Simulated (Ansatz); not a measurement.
# SrO: pressure against volume per atom

All results are calculated (Ansatz 0.2.0). Periodic Kohn-Sham DFT of a crystal at fixed atoms; pressure and stress are positive in compression; the energy is the free energy less that of spherical unpolarised free atoms; site moments are those in the method's own spheres, positive along +z.

Cell of the first row (space group Fm-3m, No. 225):
```
CELL_PARAMETERS angstrom
0.00000 2.51730 2.51730
2.51730 0.00000 2.51730
2.51730 2.51730 0.00000
ATOMIC_POSITIONS crystal
Sr 0.00000 0.00000 0.00000
O 0.50000 0.50000 0.50000
```

Settings of every row: method all-electron PAW; functional PBE; relativity scalar; k mesh 8x8x8; filling fermi-dirac; smearing width 0.02 eV; nucleus gaussian.

Atom start moment: 0 on all atoms.

| row | volume per atom (Å³) | pressure (GPa) |
| --- | --- | --- |
| 1 | 15.952 | 9.826 |
| 2 | 16.292 | 7.274 |
| 3 | 16.631 | 4.982 |
| 4 | 16.801 | 3.926 |
| 5 | 17.14 | 1.975 |
| 6 | 17.31 | ? |
| 7 | 17.649 | -0.587 |
| 8 | 17.989 | -2.083 |

Question: what pressure should row 6 give?

Worked fit of pressure. Take u = (V_r/V)^(2/3) − 1 with V_r = 16.801 Å³ an atom, which is twice the finite (Eulerian) strain; such expansions in the strain, on which the Birch-Murnaghan equation of state is built, carry the rest volume and the bulk modulus. The shown rows have u = 0.03517, 0.02072, 0.0068, 0, -0.01323, -0.03229, -0.04453. Least squares give pressure = 3.9251 + 152.852 × u + 414.98 × u² + 277 × u³ GPa; a parabola predicts inner rows, each left out in turn, worse (root mean square 0.005 against 0.0017 GPa). The rows lie off it by 0.000, 0.001, -0.002, 0.001, 0.000, 0.000, 0.000. The pressure vanishes at u = -0.0277, or V = 17.52 Å³ an atom, and there the bulk modulus at fixed shape and fractions is B = −V dP/dV = (2/3)(1 + u) dP/du = 84.6 GPa. The withheld row has u = -0.0197, so the fit gives 3.9251 + 152.852 × (-0.0197) + 414.98 × (-0.0197)² + 277 × (-0.0197)³ = 1.073 GPa.

The calculation gave 1.075 GPa. The fit lies 0.002 GPa (0.017 % of the column's range) below it; its largest miss of a shown row is 0.002 GPa.
